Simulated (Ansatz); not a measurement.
**MnNiSb$_{2}$: which magnetic state is lowest?**

Level of theory: Ansatz 0.2.0, DFT r2SCAN, scalar-relativistic, plane waves, PAW.

```
Mn Ni Sb
1.0
     3.99534    0.00000    0.00000
    -1.99767    3.46006    0.00000
     0.00000    0.00000    5.46180
Mn Ni Sb
1 1 2
Cartesian
  0.0000 0.0000 2.7309
  0.0000 0.0000 0.0000
  0.0000 2.3067 1.2801
  1.9977 1.1534 4.1817
```

```json
{
  "plane-wave cutoff": "500 eV",
  "Γ-centred k-mesh": "12×12×8",
  "occupation rule": "Gaussian smearing, 0.1 eV",
  "list of starting moments (μB, in atom order)": "4 0 0 0",
  "check for lower electronic states after the SCF": "off"
}
```

All runs keep this geometry, which isn't relaxed for the lowest state (largest force there 0.475 eV/Å, pressure 1.3 GPa) and needn't be a stable compound; relaxing each order would shift the differences by some 40 meV/atom, going by the pressures and a bulk modulus of about 150 GPa. r2SCAN tends to overstate moments in metals, so a weak moment here may be absent in the real material. Site moments are spin moments in atom-centred spheres that scale with the neighbour distance. The states are those that the runs reached from these starts; a lower one can exist. No antiferromagnetic start is among these.

Q: Starts tried: no spin; ferromagnetic. Which state comes out lowest, and what are the moments?

A: The lowest state is ferromagnetic, reached from the start “ferromagnetic”, with site moments (μB) Mn +3.68, Ni +0.14, Sb -0.06 (×2).

| start | ends | energy above lowest (meV/atom) | site moments (μB) | gap on mesh (eV) | P (GPa) |
| --- | --- | --- | --- | --- | --- |
| no spin | non-magnetic | 419 | none over 0.05 | metal | -9.7 |
| ferromagnetic | ferromagnetic | 0.00 | Mn +3.68, Ni +0.14, Sb -0.06 (×2) | metal | 1.3 |

Cost: 2 runs of about 4.9 core-minutes in all, on Arm Neoverse V1 (shared hosts).